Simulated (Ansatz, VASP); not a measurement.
**HfO2: VASP beside Ansatz**

```xyz
3
Lattice="0.0000 2.5488 2.5488 2.6826 0.0000 2.5488 2.6826 2.5488 0.0000" Properties=species:S:1:pos:R:3 pbc="T T T"
Hf    0.0000    0.0000    0.0000
O     1.3413    1.2744    1.2744
O     4.0239    3.8232    3.8232
```

Change from the starting cell: strain +0.0525 x Voigt [1, 0, 0, 0, 0, 0], atoms carried along.

Alike in both runs: task single point; functional PBE; k mesh 8 × 8 × 8; occupations gaussian, width 0.05 eV; no spin polarisation.

|  | VASP | Ansatz |
| --- | --- | --- |
| version | VASP 6.6.1 | Ansatz 0.2.0 |
| potentials or method | VASP PAW PBE potentials, release 64 (Hf_pv, O) | scalar-relativistic, plane waves, PAW |
| plane-wave cutoff (eV) | 520 | 420 |
| valence electrons in the cell | 22 | 38 |

VASP gave:

| Item | Value |
| --- | --- |
| gap on the k mesh at the Fermi level (eV) | 3.14 |
| least direct gap on the mesh (eV) | 3.32 |
| pressure (GPa) | -14.3 |
| largest component of the traceless stress (GPa) | 14.79 |

Which values does Ansatz return?

gap on the k mesh at the Fermi level (eV): 3.15; least direct gap on the mesh (eV): 3.32; pressure (GPa): -11.2; largest component of the traceless stress (GPa): 14.57.

The two sets of potentials don't hold the same shells in valence.

Caveats: spin-orbit coupling is left out, which moves the levels of the heavy elements. A k mesh can miss the band edges.
